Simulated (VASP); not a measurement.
A run of VASP 6.6.1 is set up as follows.

Contents of INCAR:

```
  PREC = Accurate
  ENCUT = 520
  EDIFF = 1E-6
  ISMEAR = 0
  SIGMA = 0.01
  LREAL = False
  LASPH = True
  NELM = 100
  ALGO = Normal
  ISIF = 2
  LWAVE = False
  LCHARG = False
  GGA = PE
  NBANDS = 15
```

File KPOINTS:

```
Automatic mesh
0
Gamma
  6 6 6
```

Contents of POSCAR:

```
KI
1.0
    0.0000000000      3.5445661619      3.5445661619
    3.5445661619      0.0000000000      3.5445661619
    3.5445661619      3.5445661619      0.0000000000
K I
1 1
Direct
    0.0000000000      0.0000000000      0.0000000000
    0.5000000000      0.5000000000      0.5000000000
```

Potentials or basis: VASP PAW PBE potentials, release 64 (K_sv, I).

Run with:

```console
$ cat potpaw_PBE.64/K_sv/POTCAR potpaw_PBE.64/I/POTCAR > POTCAR
$ mpirun -np 1 vasp_std > vasp.out
```

(1) What does it give for the band gap on the k mesh?

(2) Estimate the pressure.

## Answers

(1) 3.94 eV, direct.

(2) 0.5 GPa.

Caveat: spin-orbit coupling is left out, which moves the levels of the heavy elements.

**The experiment to reproduce.**

A printed reference work, monograph reports, for a bulk crystal of KI: band gap 6.32 eV.

Against the measured gap of KI, 6.32 eV (a printed reference work, monograph), the calculated 3.94 eV is off by -2.38 eV. Spin-orbit coupling on I is left out. The value is that of PBE, without temperature or zero-point motion. Semilocal functionals fall short of measured gaps as a rule.
